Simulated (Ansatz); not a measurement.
5 guesses for TiSi₂ and where they end

These are results of DFT PBE, scalar-relativistic, plane waves, PAW (Ansatz 0.2.0), not measurements. All cells share a 420 eV cutoff and Γ-centred k meshes spaced at most about 0.3 Å⁻¹ (about 0.25 or finer for metals, 2π included). No spin polarisation in the final relaxations.

Each guess was relaxed in cell and atoms at zero pressure, within the symmetry of its start. These are static total energies at zero pressure. Coordination counts Si atoms around Ti (those within 1.25 times the shortest such distance or 1.15 times the sum of covalent radii, 1.27 where that leaves under three; a plus sign parts nearer from farther groups).

```csv
guess,made from,start group,V start (Å³/atom),end group,V end (Å³/atom),coordination at the end,gap on mesh (eV),E over the lowest end (meV/atom)
1,a cell as deposited in COD,Fddd,14.0,Fddd,14.2,Ti 10,0,7
2,random cell,P4mm,18.0,P4mm,17.7,Ti 6,0,748
3,random cell,Pmmm,14.3,?,?,?,?,?
4,random cell,P4/mmm,15.7,P4/mmm,18.6,Ti 2+8,0,1134
5,a Materials Project cell,Cmcm,14.2,Cmcm,14.3,Ti 10,0,0
```

Guess 3 as it starts:

```yaml
crystal:
  lattice:
    - [2.07933, 0.00000, 0.00000]
    - [0.00000, 3.43185, 0.00000]
    - [0.00000, 0.00000, 6.02585]
  atoms:
    - { symbol: Ti, position: [0.50000, 0.50000, 0.00000] }
    - { symbol: Si, position: [0.00000, 0.23832, 0.50000] }
    - { symbol: Si, position: [0.00000, 0.76168, 0.50000] }
```

Question: Predict the end of this guess and its energy over the lowest end.

Answer: It ends in space group P4/mmm (No. 123), with a = 2.764 Å, c = 5.990 Å, 15.3 Å³/atom and no gap. It lies 182 meV/atom over the lowest end, above guess 1 and below guess 2. Counting Si atoms around Ti, this end has Ti 8 and the lowest (guess 5) has Ti 10. This end holds Si–Si pairs (shortest 2.35 Å); the lowest (guess 5) holds Si–Si nets (shortest 2.40 Å).

```xyz
3
Lattice="2.7645 0.0000 0.0000 0.0000 2.7645 0.0000 0.0000 0.0000 5.9902" Properties=species:S:1:pos:R:3 pbc="T T T"
Ti    1.3822    1.3822    2.9951
Si    0.0000    0.0000    4.8128
Si    0.0000    0.0000    1.1774
```

The zero of energy is the elements' standard structures at the same level; no fitted shifts are applied.

Question: Is the lowest end bound against the elements?

Answer: Yes: its formation energy is −0.57 eV/atom. Whether it is stable depends on the other phases of the system, which aren't compared here.

The k mesh leaves some 4 meV/atom of noise in the energy of each metallic cell. Cells relaxed within their symmetry can be saddle points. Some structure types and database cells were kept out of the candidates from the start, so a known form may be missing.
